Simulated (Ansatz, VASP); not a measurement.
Two plane-wave programs on BN

```
B N
1.0
     0.00000    1.79032    1.79032
     1.79032    0.00000    1.79032
     1.79032    1.79032    0.00000
B N
1 1
Direct
  0.00000 0.00000 0.00000
  0.25000 0.25000 0.25000
```

Alike in both runs: functional LDA; k mesh 13 × 13 × 13; occupations fermi-dirac, width 0.02 eV; no spin polarisation.

Ansatz relaxed the structure, and its values are those at the end. VASP's run is a single point on that final structure, the one shown.

|  | VASP | Ansatz |
| --- | --- | --- |
| version | VASP 6.6.1 | Ansatz 0.2.0 |
| potentials or method | VASP PAW LDA potentials, release 64 (B, N) | PAW with Ansatz's default frozen-core files, scalar-relativistic |
| plane-wave cutoff (eV) | 520 | 420 |
| valence electrons in the cell | 8 | 8 |

|  | VASP | Ansatz | Ansatz less VASP |
| --- | --- | --- | --- |
| gap on the k mesh at the Fermi level (eV) | 4.45 | 4.47 | +0.014 |
| pressure (GPa) | 1.0 | 0.0 | -1.03 |

Caveats: an odd mesh through Γ misses points on the zone boundary, where band edges often lie.
